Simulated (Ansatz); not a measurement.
Pb under changes of volume

One of the cells (30.914 Å³/atom); the others are scaled copies at fixed shape and fractional positions:

```xyz
4
Lattice="3.5244 0.0000 0.0000 -1.7622 3.0522 0.0000 0.0000 0.0000 11.4952" Properties=species:S:1:pos:R:3 pbc="T T T"
Pb    1.7622    1.0174    8.6214
Pb    0.0000    0.0000    5.7476
Pb    0.0000    2.0348    2.8738
Pb    0.0000    0.0000    0.0000
```

This isn't the form of Pb at room conditions, which is fcc.

- Program: Ansatz 0.2.0
- Functional: PBE
- Potentials or basis: Ansatz PAW
- Cutoff: 420 eV (not typed: the program's choice for these potentials)
- k mesh: 9 × 9 × 3
- Occupations: fermi-dirac, width 0.05 eV
- Spin: no spin polarisation

```csv
volume (Å³/atom),energy over the lowest point (meV/atom),pressure (GPa)
29.059,35.59,4.6
29.677,20.41,3.3
30.295,9.74,2.2
30.914,?,?
31.532,0.00,0.4
32.150,0.14,-0.4
32.769,3.17,-1.1
```

Task: What does the run at 30.914 Å³/atom give?

Result: Energy over the lowest point 3.08 meV/atom; pressure 1.3 GPa.

Worked out: A Birch-Murnaghan fit of order 3 (a polynomial in V^(-2/3)) to the other rows has its minimum at 31.81 Å³/atom with B0 = V·E''(V) = 41 GPa and B' = 4.7 at fixed shape and positions, which overstates the stiffness. It gives 3.07 meV/atom at 30.914 Å³/atom, against the run's 3.08, and -dE/dV = 1.2 GPa, against 1.3.

Energies are extrapolated to zero smearing.
